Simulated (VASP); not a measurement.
Set up this calculation in VASP 6.6.1, as the native input.

| Item | Value |
| --- | --- |
| Task | single point |
| Functional | PBE |
| Dispersion | D3(BJ) |
| Potentials or basis | VASP PAW PBE potentials, release 64 (Be, C) |
| Cutoff | 520 eV |
| k mesh | 12 × 12 × 12 |
| Occupations | gaussian, width 0.02 eV |
| Spin | no spin polarisation |
| Dipole correction | no |
| Further INCAR settings | ALGO = Fast; EDIFF = 1e-06; NBANDS = 11 |

The structure of Be2C lies in POSCAR:

```
Be2C
1.0
    0.0000000000      2.1371981980      2.1371981980
    2.1371981980      0.0000000000      2.1371981980
    2.1371981980      2.1371981980      0.0000000000
Be C
2 1
Direct
    0.7500000000      0.7500000000      0.7500000000
    0.2500000000      0.2500000000      0.2500000000
    0.0000000000      0.0000000000      0.0000000000
```

The cell is a database's computed one.

These files were run (other wordings do the same):

INCAR

```
SYSTEM = Be2C
PREC = Accurate
ENCUT = 520
EDIFF = 1E-6
ISMEAR = 0
SIGMA = 0.02
LREAL = .FALSE.
LASPH = .TRUE.
NELM = 60
ALGO = Fast
ISIF = 2
LWAVE = .FALSE.
LCHARG = .TRUE.
GGA = PE
IVDW = 12
LELF = .TRUE.
LVHAR = .TRUE.
NBANDS = 11
```

KPOINTS

```
Automatic mesh
0
G
  12 12 12
  0 0 0
```

Potentials or basis: VASP PAW PBE potentials, release 64 (Be, C).

Run with:

```console
$ cat potpaw_PBE.64/Be/POTCAR potpaw_PBE.64/C/POTCAR > POTCAR
$ mpirun -np 1 vasp_std > vasp.out
```

It gave:

```
Pressure                   : 0.4 GPa
Band gap on the k mesh     : 1.17 eV, indirect (least direct gap 4.20 eV)
Dispersion energy per atom : -0.325 eV
```

Run time: 5.3 s on 1 thread of Intel(R) Xeon(R) 6975P-C (Granite Rapids) (shared host), peak memory 0.15 GiB.
